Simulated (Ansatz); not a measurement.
## Γ-surface in BN

Level of theory: DFT PBE+D3(BJ), scalar-relativistic, plane waves, PAW (Ansatz 0.2.0). The runs took a 420 eV cutoff, a Γ-centred 7×9×3 mesh and Gaussian smearing (0.05 eV). No spin polarisation. Energies are free energies at this smearing, counted from the undisturbed cell; pressure is positive in compression.

Reference structure (relaxed at this level; this form isn't the usual structure):

```xyz
8
Lattice="1.2538 -3.3395 0.0000 2.5077 0.0000 0.0000 0.0000 0.0000 8.6753" Properties=species:S:1:pos:R:3 pbc="T T T"
B     0.0000    0.0000    7.2296
B     1.2538    0.0000    0.7231
B     0.0000    0.0000    2.8920
B     1.2538    0.0000    5.0608
N     0.0000    0.0000    1.4453
N     1.2538    0.0000    3.6141
N     0.0000    0.0000    5.7829
N     1.2538    0.0000    7.9518
```

Vector c is tilted by p·a + q·b with the atoms' Cartesian places fixed: one unrelaxed fault a cell on a (0 0 1) plane of area 8.37 Å². Points are written (p, q).

Energy above the undisturbed cell in mJ/m² (a dash: not computed):

```
p \ q  0.000  0.167  0.333  0.500  0.667  0.833
0.000      0      ?   5121   7925   5121      ?
0.167   1146   3659   7141   7141   3659   1146
0.333   4417      ?   7628      ?   4417   3596
0.500   6218      ?      ?   6218      ?      ?
0.667   4417   3596   4417      ?   7628      ?
0.833   1146   1146   3659   7141   7141   3659
```

Fill in the withheld energies.

(0.000, 0.167): 1377; (0.000, 0.833): 1377; (0.333, 0.167): 6350; (0.333, 0.500): 6350; (0.500, 0.167): 6340; (0.500, 0.333): 6340; (0.500, 0.667): 6340; (0.500, 0.833): 6340; (0.667, 0.500): 6350; (0.667, 0.833): 6350.

Cost: 13 runs of about 1.4 core-minutes in all, on Intel Xeon 6975P-C (Granite Rapids) (shared hosts).